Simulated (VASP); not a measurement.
Wanted: an ASE script for a VASP 6.6.1 run.

```yaml
Task: single point
Functional: PBE
Potentials_or_basis: VASP PAW PBE potentials, release 64 (Tm_3), 4f in core
Cutoff: 520 eV
k_mesh: 10 × 10 × 10
Occupations: gaussian, width 0.02 eV
Spin: collinear spin, ferromagnetic start
Starting_moments: "[2.0] μB"
Further_INCAR_settings: ALGO = Normal; EDIFF = 1.00e-07; NBANDS = 14
```

Crystal: Tm.

```xyz
1
Lattice="-1.9705 1.9705 1.9705 1.9705 -1.9705 1.9705 1.9705 1.9705 -1.9705" Properties=species:S:1:pos:R:3 pbc="T T T"
Tm    0.0000    0.0000    0.0000
```

This isn't the form of Tm at room conditions, which is hcp.

One way to write it, as run:

run.py

```python
from ase.calculators.vasp import Vasp
from ase.dft.bandgap import bandgap
from ase.spacegroup import crystal

atoms = crystal(
    ['Tm'],
    basis=[[0.0, 0.0, 0.0]],
    spacegroup=229,
    setting=1,
    cellpar=[3.94109989, 3.94109989, 3.94109989, 90.0, 90.0, 90.0],
    primitive_cell=True,
)
atoms.set_initial_magnetic_moments([2.0])
calc = Vasp(
    directory='calc',
    xc='pbe',
    pp='PBE',
    setups='materialsproject',
    prec='Accurate',
    encut=520,
    ediff=1e-07,
    ismear=0,
    sigma=0.02,
    lreal=False,
    lasph=True,
    nelm=100,
    algo='Normal',
    isif=2,
    lwave=False,
    lcharg=False,
    ispin=2,
    lorbit=11,
    lmaxmix=6,
    kpts=[10, 10, 10],
    gamma=True,
    nbands=14,
)
atoms.calc = calc

print('energy (eV):', atoms.get_potential_energy())
print('free energy (eV):', atoms.get_potential_energy(force_consistent=True))
print('forces (eV/A):')
print(atoms.get_forces())
print('stress (eV/A^3, Voigt):', atoms.get_stress())
print('Fermi level (eV):', calc.get_fermi_level())
print('moment (muB):', atoms.get_magnetic_moment())
print('site moments (muB):', atoms.get_magnetic_moments())
gap, top, bottom = bandgap(calc)
print('band gap (eV):', gap, 'from (spin, k, band)', top, 'to', bottom)
```

Potentials or basis: VASP PAW PBE potentials, release 64 (Tm_3), 4f in core.

Run with:

```bash
$ python run.py
```

It gave:

| Item | Value |
| --- | --- |
| Pressure | 0.0 GPa |
| Band gap on the k mesh | none (metal or under the smearing width) |
| Net moment | 0.40 μB per cell |
| Site moments | Tm +0.33 μB |
| Valence electrons inside the program's atomic spheres | Tm 8.13 |

Caveat: the magnetic or orbital state may not be the lowest; spin-orbit coupling is left out, which moves the levels of the heavy elements; the 4f electrons are frozen in the core as for a trivalent ion, so they carry no moment and show no levels.

Run time: 27 s on 1 thread of AMD EPYC 9R45 (Zen 5), with other jobs on the host, peak memory 0.16 GiB.
